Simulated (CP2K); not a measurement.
# SiC (Moissanite 3C) under changes of volume

One of the cells (10.346 Å³/atom); the others are scaled copies at fixed shape and fractional positions:

```
Si C
1.0
     3.08157    0.00000    0.00000
     1.54079    2.66872    0.00000
     1.54079    0.88957    2.51609
Si C
1 1
Direct
  0.00000 0.00000 0.00000
  0.75000 0.75000 0.75000
```

```yaml
Program: CP2K 2026.2
Functional: PBEsol
Potentials_or_basis: POTENTIAL_UZH Si GTH-PBE-q4, C GTH-PBE-q4; TZVP-MOLOPT-PBE-GTH basis
Density_cutoff: 6123 eV
k_mesh: 10 × 10 × 10
Occupations: fermi-dirac, width 0.05 eV
Spin: no spin polarisation
```

```tsv
volume (Å³/atom)	energy over the lowest point (meV/atom)	pressure (GPa)	gap on the mesh (eV)
9.725	35.24	17.2	1.35
9.932	16.73	11.5	1.37
10.139	?	?	?
10.346	0.00	1.7	1.41
10.553	0.55	-2.5	1.43
10.760	6.32	-6.4	1.45
10.967	16.84	-9.9	1.47
```

What does the run at 10.139 Å³/atom give?

Energy over the lowest point 5.20 meV/atom; pressure 6.4 GPa; gap on the mesh 1.39 eV.

Worked out: A Birch-Murnaghan fit of order 3 (a polynomial in V^(-2/3)) to the other rows has its minimum at 10.43 Å³/atom with B0 = V·E''(V) = 216 GPa and B' = 3.8. It gives 5.20 meV/atom at 10.139 Å³/atom, against the run's 5.20, and -dE/dV = 6.4 GPa, against 6.4. A straight line through the other rows of the gap, of slope 0.997 eV per unit of ln V, gives 1.39 eV, against the run's 1.39.

Energies are extrapolated to zero smearing.

Caveats: the potentials were made for another functional, which shifts forces and pressure; the basis of atomic orbitals isn't converged, which shifts pressures, moduli and gaps.

A mesh can miss the band edges.
